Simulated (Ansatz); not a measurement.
Input and command of a calculation in Ansatz (plane waves; scalar-relativistic PAW potentials unless the input names others):

```yaml
crystal:
  lattice:
    - [3.9349811722, 0.0, 0.0]
    - [0.0, 3.9349811722, 0.0]
    - [0.0, 0.0, 3.9349811722]
  atoms:
    - { symbol: Ba, position: [0.5, 0.5, 0.5] }
    - { symbol: Ti, position: [0.0, 0.0, 0.0] }
    - { symbol: O, position: [0.5, 0.0, 0.0] }
    - { symbol: O, position: [0.0, 0.5, 0.0] }
    - { symbol: O, position: [0.0, 0.0, 0.5] }
basis:
  ecutwfc: 420
kpoints:
  mp_grid: { grid: [8, 8, 8] }
hamiltonian:
  xc: pbe
  hubbard: { sites: [{ species: Ti, l: d, u_eff: 2.0 }], double_counting: fll }
scf:
  occupations: { method: methfessel_paxton, width: 0.2 }
output:
  forces: true
  eigenvalues: true
  stress: true
```

```bash
ansatz run input.yaml --threads 1 --pin off --max-ram 2560MiB --backend cpu --events-out ev --progress --plain --runs-dir out
```

Abridged log:
```
Ba: projections on atomic orbitals take those of the free atom [Kr 4d10] 5s2 5p6 6s2, of charge +0.00 (hamiltonian.pseudopotentials.projection_atoms); the dataset's partial waves leave at most 9.7e-6 of an orbital's norm unspanned inside its sphere
Ti: projections on atomic orbitals take those of the free atom [Ne] 3s2 3p6 3d2 4s2, of charge +0.00 (hamiltonian.pseudopotentials.projection_atoms); the dataset's partial waves leave at most 4.1e-7 of an orbital's norm unspanned inside its sphere
O: projections on atomic orbitals take those of the free atom [He] 2s2 2p4, of charge +0.00 (hamiltonian.pseudopotentials.projection_atoms); the dataset's partial waves leave at most 1.9e-8 of an orbital's norm unspanned inside its sphere
Pseudopotentials: kind: paw
Pseudopotential: Ba, paw, valence charge 10, recommended cutoff 420 eV (normal)
Pseudopotential: Ti, paw, valence charge 12, recommended cutoff 420 eV (normal)
Pseudopotential: O, paw, valence charge 6, recommended cutoff 420 eV (normal)
Functional definition: PBE
Crystal: 5 atoms, lattice volume = 60.930 Å³
Basis set: ecut = 420 eV, 1213 PW (Γ), exchange–correlation on 54×54×54 points (8 copies of the dense FFT grid, shifted against one another)
Bands: 25, of which v1, the nominal top of the filled ones, is band 20 counted from 1 (19 counted from 0)
Symmetry: 48 space group operations
Space group: Pm-3m (ITA 221), of the structure as read, at distance tolerance 3.9e-5 Å
k-points: 35 of 512
Initial density: superposition of atomic densities (chi_scale 0.1, normalization cell, long waves kept (reshape's long-wave potential 0.00 eV rms))
Initial wavefunctions: pseudopotential atomic-orbital guess
Functional: x = pbe(κ = 0.804, μ = 0.21951497), c = pbe(β = 0.06672455)
SCF iter   1: F=—  HF=-10158.138857 eV  |F-HF|=—  |Δ(HF+E_count)|=         —  Δρ=5.60e-2  dr2=2.60e0  ethr=3.10e-3  ⟨swp⟩=6.5  Hψ=4427  notcnv=0
SCF iter   2: F=—  HF=-10157.704604 eV  |F-HF|=—  |Δ(HF+E_count)|=   4.34e-1  S|Δr|=    0.00e0  Δρ=3.07e-2  dr2=4.90e-1  ethr=3.10e-3  ⟨swp⟩=3.0  Hψ=2045  notcnv=0  defer=35
SCF iter   3: F=—  HF=-10157.665730 eV  |F-HF|=—  |Δ(HF+E_count)|=   3.89e-2  S|Δr|=    0.00e0  Δρ=1.51e-2  dr2=1.72e-1  ethr=1.23e-3  ⟨swp⟩=2.1  Hψ=1351  notcnv=0  defer=35
SCF iter   4: F=—  HF=-10157.653504 eV  |F-HF|=—  |Δ(HF+E_count)|=   1.22e-2  S|Δr|=    0.00e0  Δρ=5.61e-3  dr2=1.67e-2  ethr=4.30e-4  ⟨swp⟩=2.1  Hψ=1342  notcnv=0  defer=35
SCF iter   5: F=—  HF=-10157.655310 eV  |F-HF|=—  |Δ(HF+E_count)|=   1.81e-3  S|Δr|=    0.00e0  Δρ=1.39e-3  dr2=9.11e-4  ethr=4.17e-5  ⟨swp⟩=2.5  Hψ=1668  notcnv=0  defer=34
SCF iter   6: F=—  HF=-10157.655895 eV  |F-HF|=—  |Δ(HF+E_count)|=   5.85e-4  S|Δr|=    0.00e0  Δρ=2.58e-4  dr2=3.76e-5  ethr=2.28e-6  ⟨swp⟩=2.2  Hψ=1432  notcnv=0  defer=34
SCF iter   7: F=—  HF=-10157.655923 eV  |F-HF|=—  |Δ(HF+E_count)|=   2.79e-5  S|Δr|=    0.00e0  Δρ=5.14e-5  dr2=1.37e-6  ethr=9.41e-8  ⟨swp⟩=2.3  Hψ=1598  notcnv=0  defer=34
SCF iter   8: F=-10157.655924 eV  HF=-10157.655924 eV  |F-HF|=4.53e-8  |Δ(HF+E_count)|=   1.49e-6  S|Δr|=    0.00e0  Δρ=9.41e-6  dr2=6.85e-8  ethr=2.50e-10  ⟨swp⟩=9.9  Hψ=5063  notcnv=0
SCF 1 converged in 8 iterations: F = -10157.655924 eV  dr2 = 6.85e-8
SCF converged after 8 iterations
Stability not checked: this state was not tested for a lower state beside it, because cold or Methfessel-Paxton smearing, or corrected tetrahedra, fill the levels in a way that the test cannot read (fill_not_monotonic; see scf.lower_state_search)
Free energy (F): -10157.655924 eV
Harris-Foulkes:  -10157.655924 eV  (|F-HF|=4.53e-8)
Internal energy: -10157.655924 eV  (E = F + TS)
E sigma→0 (E₀):  -10157.655924 eV
Fermi energy:    12.201884 eV
Step filling:    the computed levels leave a gap of 2.1390 eV = 10.7 smearing widths at the electron count; against every level under it full and every level over it empty, smearing changes F+E_penalty+E_count by +5.70e-13 meV and its σ→0 estimate by -7.88e-12 meV
--- Forces (eV/Å), atoms counted from 1 ---
  atom   1  Ba     0.00000000     0.00000000     0.00000000
  atom   2  Ti     0.00000000     0.00000000     0.00000000
  atom   3  O      0.00000000     0.00000000     0.00000000
  atom   4  O      0.00000000     0.00000000     0.00000000
  atom   5  O      0.00000000     0.00000000     0.00000000
--- Stress (GPa, compression-positive) ---
       12.626099       0.000000       0.000000
        0.000000      12.626099       0.000000
        0.000000       0.000000      12.626099
  P = ⅓ Tr σ = 12.6261 GPa (126.261 kbar)
Occupation matrices written to <dir>
```

Apart from outputs, empty bands and the relaxation, which only the reference makes, the input differs from a reference run on usual settings in hamiltonian.hubbard: not typed → {"sites": [{"species": "Ti", "l": "d", "u_eff": 2.0}], "double_counting": "fll"}; scf.occupations.method: "gaussian" → "methfessel_paxton"; scf.occupations.width: 0.02 → 0.2. The reference, at the same geometry, ended its own course with pressure 11.95 GPa, largest force 0.000 eV/Å, gap on the mesh 1.92 eV. This run converged in 8 SCF iterations with an energy at zero smearing 354 meV/atom above the reference's (the Hamiltonian itself differs), pressure 12.63 GPa, largest force 0.000 eV/Å, gap on the mesh 2.14 eV. Its smearing width is looser than usual. The Hamiltonian differs as well, so the change in the result can't be put down to that alone.

Time: 5.9 s on 1 thread of Arm Neoverse V2 (shared host), peak memory 0.39 GiB.